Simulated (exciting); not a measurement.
# Nb (Fm-3m) in exciting: equation of state

How stiff is Nb in PBEsol, and what volume does it want? The cell is scaled to several volumes.

Program: exciting (release sodium). These are calculated values, not measurements. Logs are shortened: lines on timing, memory, paths and dates and some standing lists are left out, and cuts for length are marked.

**1. Starting point**

It takes space group Fm-3m (No. 225, cubic). The conventional cell has a = 4.230 Å, b = 4.230 Å, c = 4.230 Å, α = 90.00°, β = 90.00°, γ = 90.00°. Nb (site symmetry m-3m) has 12 Nb at 2.99 Å as nearest neighbours.

This isn't the form of Nb at room conditions, which is bcc.

**2. Equation of state, PBEsol, 17.79 Å³/atom (volume scaled by 0.94)**

input.xml reads:

```xml
<input>
  <title>Nb</title>
  <structure speciespath="./" tshift="false">
    <crystal scale="1">
      <basevect>0.000000000000 3.915181109868 3.915181109868</basevect>
      <basevect>3.915181109868 0.000000000000 3.915181109868</basevect>
      <basevect>3.915181109868 3.915181109868 0.000000000000</basevect>
    </crystal>
    <species speciesfile="Nb.xml" rmt="2.3">
      <atom coord="0.000000000000 0.000000000000 0.000000000000"/>
    </species>
  </structure>
  <groundstate do="fromscratch" ngridk="11 11 11" rgkmax="9" gmaxvr="14" lmaxapw="10" lmaxmat="10" lmaxvr="8" xctype="GGA_PBE_SOL" stype="Fermi Dirac" swidth="0.00183747" nempty="12" ValenceRelativity="iora*" epsengy="1e-05" epspot="1e-05" maxscl="60" outputlevel="normal"/>
</input>
```

Potentials or basis: all-electron LAPW+lo, shipped species files, valence relativity iora*.

Run with:

```
$ OMP_NUM_THREADS=1 exciting_smp
```

INFO.OUT:

```text
================================================================================
EXCITING SODIUM started
[... 10 lines left out ...]

 Lattice vectors (cartesian) :
      0.0000000000      3.9151811099      3.9151811099
      3.9151811099      0.0000000000      3.9151811099
      3.9151811099      3.9151811099      0.0000000000

 Reciprocal lattice vectors (cartesian) :
     -0.8024131108      0.8024131108      0.8024131108
      0.8024131108     -0.8024131108      0.8024131108
      0.8024131108      0.8024131108     -0.8024131108

 Unit cell volume                           :     120.0288279907
 Brillouin zone volume                      :       2.0665886487

 Species :    1 (Nb)
     parameters loaded from                 :    Nb.xml
     name                                   :    niobium
     nuclear charge                         :     -41.00000000
     electronic charge                      :      41.00000000
     atomic mass                            :  169357.97030000
     muffin-tin radius                      :       2.30000000
     # of radial points in muffin-tin       :     400

     atomic positions (lattice) :
       1 :   0.00000000  0.00000000  0.00000000

 Total number of atoms per unit cell        :       1

 Spin treatment                             :    spin-unpolarised

 Number of Bravais lattice symmetries       :      48
 Number of crystal symmetries               :      48

 k-point grid                               :      11   11   11
 Total number of k-points                   :      56
 k-point set is reduced with crystal symmetries

 R^MT_min * |G+k|_max (rgkmax)              :       9.00000000
 Species with R^MT_min                      :       1 (Nb)
 Maximum |G+k| for APW functions            :       3.91304348
 Maximum |G| for potential and density      :      14.00000000

 G-vector grid sizes                        :      25    25    25
 Total number of G-vectors                  :    5601

 Maximum angular momentum used for
     APW functions                          :      10
     computing H and O matrix elements      :      10
     potential and density                  :       8
     inner part of muffin-tin               :       2

 Total nuclear charge                       :     -41.00000000
 Total electronic charge                    :      41.00000000
 Total core charge                          :      28.00000000
 Total valence charge                       :      13.00000000

 Number of empty states                     :      12
 Total number of valence states             :      19

 Maximum Hamiltonian size                   :     142
 Maximum number of plane-waves              :     129
 Total number of local-orbitals             :      13

 Exchange-correlation type                  :      22
     PBEsol, Phys. Rev. Lett. 100, 136406 (2008)
     Generalised gradient approximation (GGA)

 Smearing scheme                            :    Fermi-Dirac
 Smearing width                             :       0.00183747

 Using multisecant Broyden potential mixing
[... 6 lines left out ...]
* Groundstate module started                                                   *
********************************************************************************
 Output level for this task is set to normal

++++++++++++++++++++++++++++++++++++++++++++++++++++++++++++++++++++++++++++++++
[... 5 lines left out ...]
+ SCF iteration number :    1                                                  +
++++++++++++++++++++++++++++++++++++++++++++++++++++++++++++++++++++++++++++++++
 Total energy                               :     -3811.67585718
 _______________________________________________________________
 Fermi energy                               :         0.47769628
 Kinetic energy                             :      3955.85854479
 Coulomb energy                             :     -7650.72370101
 Exchange energy                            :      -114.39944671
 Correlation energy                         :        -2.41125425

 DOS at Fermi energy (states/Ha/cell)       :        35.24500974

 Electron charges :
     core                                   :        28.00000000
     core leakage                           :         0.00000963
     valence                                :        13.00000000
     interstitial                           :         2.73959735
     charge in muffin-tin spheres :
                  atom     1    Nb          :        38.26040265
     total charge in muffin-tins            :        38.26040265
     total charge                           :        41.00000000
[... 257 lines left out ...]
 Electron charges :
     core                                   :        28.00000000
     core leakage                           :         0.00000910
     valence                                :        13.00000000
     interstitial                           :         2.56751063
     charge in muffin-tin spheres :
                  atom     1    Nb          :        38.43248937
     total charge in muffin-tins            :        38.43248937
     total charge                           :        41.00000000

 RMS change in effective potential (target) :  0.632535E-09  ( 0.100000E-04)
 Absolute change in total energy   (target) :  0.501086E-08  ( 0.100000E-04)
 Charge distance                   (target) :  0.260579E-09  ( 0.100000E-04)

++++++++++++++++++++++++++++++++++++++++++++++++++++++++++++++++++++++++++++++++
| Convergency criteria checked for the last 2 iterations                       +
| Convergence targets achieved. Performing final SCF iteration                 +
++++++++++++++++++++++++++++++++++++++++++++++++++++++++++++++++++++++++++++++++
 Total energy                               :     -3818.37252069
 _______________________________________________________________
 Fermi energy                               :         0.46551262
 Kinetic energy                             :      3951.63903655
 Coulomb energy                             :     -7653.03466753
 Exchange energy                            :      -114.56532183
 Correlation energy                         :        -2.41156787

 DOS at Fermi energy (states/Ha/cell)       :        37.55240169

 Electron charges :
     core                                   :        28.00000000
     core leakage                           :         0.00000910
     valence                                :        13.00000000
     interstitial                           :         2.56751063
     charge in muffin-tin spheres :
                  atom     1    Nb          :        38.43248937
     total charge in muffin-tins            :        38.43248937
     total charge                           :        41.00000000

++++++++++++++++++++++++++++++++++++++++++++++++++++++++++++++++++++++++++++++++
[... 7 lines left out ...]

--------------------------------------------------------------------------------
- CAUTION! Warnings have been written in file WARNING.OUT !                    -
--------------------------------------------------------------------------------
================================================================================
| EXCITING SODIUM stopped                                                      =
================================================================================
```

WARNINGS.OUT:

```text
Inversion symmetry is present. Consider using input%groundstate%solver%type = "inversionsymmetry"
```

Run time: 20 s. Hardware: 1 thread of Arm Neoverse V1, shared host; peak memory 0.1 GiB.

What came out:

```
Free energy                                       : -103903.2208 eV
Band gap on the k mesh                            : none (metal or under the smearing width)
All electrons inside the program's atomic spheres : Nb 38.43 (radii Nb 2.3 bohr)
```

Caveat: the log's total energy holds no entropy term; the free energy is that total less TS from the occupations.

**3. Equation of state, PBEsol, 18.16 Å³/atom (volume scaled by 0.96)**

input.xml, as its differences from that of step 2:

```diff
@@ -4,5 +4,5 @@
     <crystal scale="1">
-      <basevect>0.000000000000 3.915181109868 3.915181109868</basevect>
-      <basevect>3.915181109868 0.000000000000 3.915181109868</basevect>
-      <basevect>3.915181109868 3.915181109868 0.000000000000</basevect>
+      <basevect>0.000000000000 3.942753716358 3.942753716358</basevect>
+      <basevect>3.942753716358 0.000000000000 3.942753716358</basevect>
+      <basevect>3.942753716358 3.942753716358 0.000000000000</basevect>
     </crystal>
```

Potentials or basis: all-electron LAPW+lo, shipped species files, valence relativity iora*.

Run with:

```
$ OMP_NUM_THREADS=1 exciting_smp
```

Wall time 21 s (1 thread of Arm Neoverse V1, shared host); peak memory 0.1 GiB.

Results (log left out):

- Free energy: -103903.2237 eV
- Band gap on the k mesh: none (metal or under the smearing width)
- All electrons inside the program's atomic spheres: Nb 38.40 (radii Nb 2.3 bohr)

Caveat: the log's total energy holds no entropy term; the free energy is that total less TS from the occupations.

**4. Equation of state, PBEsol, 18.54 Å³/atom (volume scaled by 0.98)**

input.xml, as its differences from that of step 3:

```diff
@@ -4,5 +4,5 @@
     <crystal scale="1">
-      <basevect>0.000000000000 3.942753716358 3.942753716358</basevect>
-      <basevect>3.942753716358 0.000000000000 3.942753716358</basevect>
-      <basevect>3.942753716358 3.942753716358 0.000000000000</basevect>
+      <basevect>0.000000000000 3.969945980506 3.969945980506</basevect>
+      <basevect>3.969945980506 0.000000000000 3.969945980506</basevect>
+      <basevect>3.969945980506 3.969945980506 0.000000000000</basevect>
     </crystal>
```

Run with:

```
$ OMP_NUM_THREADS=1 exciting_smp
```

Run time: 22 s. Hardware: 1 thread of Arm Neoverse V1, shared host; peak memory 0.1 GiB.

It converged, with:

```
Free energy                                       : -103903.2176 eV
Band gap on the k mesh                            : none (metal or under the smearing width)
All electrons inside the program's atomic spheres : Nb 38.38 (radii Nb 2.3 bohr)
```

Caveat: the log's total energy holds no entropy term; the free energy is that total less TS from the occupations.

**5. Equation of state, PBEsol, 18.92 Å³/atom**

input.xml, as its differences from that of step 4:

```diff
@@ -4,5 +4,5 @@
     <crystal scale="1">
-      <basevect>0.000000000000 3.969945980506 3.969945980506</basevect>
-      <basevect>3.969945980506 0.000000000000 3.969945980506</basevect>
-      <basevect>3.969945980506 3.969945980506 0.000000000000</basevect>
+      <basevect>0.000000000000 3.996770753584 3.996770753584</basevect>
+      <basevect>3.996770753584 0.000000000000 3.996770753584</basevect>
+      <basevect>3.996770753584 3.996770753584 0.000000000000</basevect>
     </crystal>
```

Run with:

```
$ OMP_NUM_THREADS=1 exciting_smp
```

It took 22 s on 1 thread of Arm Neoverse V1, shared host; peak memory 0.1 GiB.

It converged, with:

| Property | Result |
| --- | --- |
| Free energy | -103903.2040 eV |
| Band gap on the k mesh | none (metal or under the smearing width) |
| All electrons inside the program's atomic spheres | Nb 38.35 (radii Nb 2.3 bohr) |

Caveat: the log's total energy holds no entropy term; the free energy is that total less TS from the occupations.

**6. Equation of state, PBEsol, 19.30 Å³/atom (volume scaled by 1.02)**

input.xml, as its differences from that of step 5:

```diff
@@ -4,5 +4,5 @@
     <crystal scale="1">
-      <basevect>0.000000000000 3.996770753584 3.996770753584</basevect>
-      <basevect>3.996770753584 0.000000000000 3.996770753584</basevect>
-      <basevect>3.996770753584 3.996770753584 0.000000000000</basevect>
+      <basevect>0.000000000000 4.023240205426 4.023240205426</basevect>
+      <basevect>4.023240205426 0.000000000000 4.023240205426</basevect>
+      <basevect>4.023240205426 4.023240205426 0.000000000000</basevect>
     </crystal>
```

Potentials or basis: all-electron LAPW+lo, shipped species files, valence relativity iora*.

Run with:

```
$ OMP_NUM_THREADS=1 exciting_smp
```

It took 22 s on 1 thread of Arm Neoverse V1, shared host; peak memory 0.1 GiB.

It converged, with:

| Property | Result |
| --- | --- |
| Free energy | -103903.1833 eV |
| Band gap on the k mesh | none (metal or under the smearing width) |
| All electrons inside the program's atomic spheres | Nb 38.33 (radii Nb 2.3 bohr) |

Caveat: the log's total energy holds no entropy term; the free energy is that total less TS from the occupations.

**7. Equation of state, PBEsol, 19.68 Å³/atom (volume scaled by 1.04)**

input.xml, as its differences from that of step 6:

```diff
@@ -4,5 +4,5 @@
     <crystal scale="1">
-      <basevect>0.000000000000 4.023240205426 4.023240205426</basevect>
-      <basevect>4.023240205426 0.000000000000 4.023240205426</basevect>
-      <basevect>4.023240205426 4.023240205426 0.000000000000</basevect>
+      <basevect>0.000000000000 4.049365873945 4.049365873945</basevect>
+      <basevect>4.049365873945 0.000000000000 4.049365873945</basevect>
+      <basevect>4.049365873945 4.049365873945 0.000000000000</basevect>
     </crystal>
```

Run with:

```
$ OMP_NUM_THREADS=1 exciting_smp
```

It took 23 s on 1 thread of Arm Neoverse V1, shared host; peak memory 0.1 GiB.

It converged, with:

| Quantity | Value |
| --- | --- |
| Free energy | -103903.1562 eV |
| Band gap on the k mesh | none (metal or under the smearing width) |
| All electrons inside the program's atomic spheres | Nb 38.31 (radii Nb 2.3 bohr) |

Caveat: the log's total energy holds no entropy term; the free energy is that total less TS from the occupations.

**8. Equation of state, PBEsol, 20.06 Å³/atom (volume scaled by 1.06)**

input.xml, as its differences from that of step 7:

```diff
@@ -4,5 +4,5 @@
     <crystal scale="1">
-      <basevect>0.000000000000 4.049365873945 4.049365873945</basevect>
-      <basevect>4.049365873945 0.000000000000 4.049365873945</basevect>
-      <basevect>4.049365873945 4.049365873945 0.000000000000</basevect>
+      <basevect>0.000000000000 4.075158708592 4.075158708592</basevect>
+      <basevect>4.075158708592 0.000000000000 4.075158708592</basevect>
+      <basevect>4.075158708592 4.075158708592 0.000000000000</basevect>
     </crystal>
```

Run with:

```
$ OMP_NUM_THREADS=1 exciting_smp
```

Wall time 23 s (1 thread of Arm Neoverse V1, shared host); peak memory 0.1 GiB.

Results (log left out):

- Free energy: -103903.1236 eV
- Band gap on the k mesh: none (metal or under the smearing width)
- All electrons inside the program's atomic spheres: Nb 38.29 (radii Nb 2.3 bohr)

Caveat: the log's total energy holds no entropy term; the free energy is that total less TS from the occupations.

**9. Equation of state, PBEsol**

Potentials or basis: all-electron LAPW+lo, shipped species files, valence relativity iora*.

No new run: the results of the series are fitted here.

What came out:

```yaml
Equilibrium_volume: 18.09 Å³/atom
Bulk_modulus: 181 GPa
Pressure_derivative_of_the_bulk_modulus: 4.3
```

Energy against volume, from the lowest point:
```
volume (Å³/atom)  energy (meV/atom)
          17.786               2.85
          18.165               0.00
          18.543               6.05
          18.922              19.66
          19.300              40.42
          19.679              67.52
          20.057             100.05
```
